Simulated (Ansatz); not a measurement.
The calculation used Ansatz 0.2.0, DFT, revPBE, plane waves (420 eV) with PAW, scalar-relativistic. The PAW files were generated under PBE, with cores re-solved for the functional.

An element in the simple cubic structure gives this curve. The cell is scaled uniformly from the relaxed one, with fractional coordinates and shape fixed. Energies are extrapolated to zero smearing, pressures are those at the given smearing. Magnetic state: spin not included.

| V (Å³/atom) | E − E₀ (meV/atom) | P (GPa) |
| --- | --- | --- |
| 14.607 | 156.4 | 29.82 |
| 15.271 | 61.5 | 17.30 |
| 15.935 | 12.8 | 7.49 |
| 16.599 | 0.1 | -0.19 |
| 17.263 | 15.7 | -6.20 |
| 17.927 | 53.3 | -10.87 |
| 18.591 | 108.1 | -14.48 |

Which element is it?
A. rhodium
B. palladium
C. rhenium
D. molybdenum

A. Its fit is V₀ = 16.54 Å³/atom, B₀ = 173 GPa, B₀′ = 5.1.
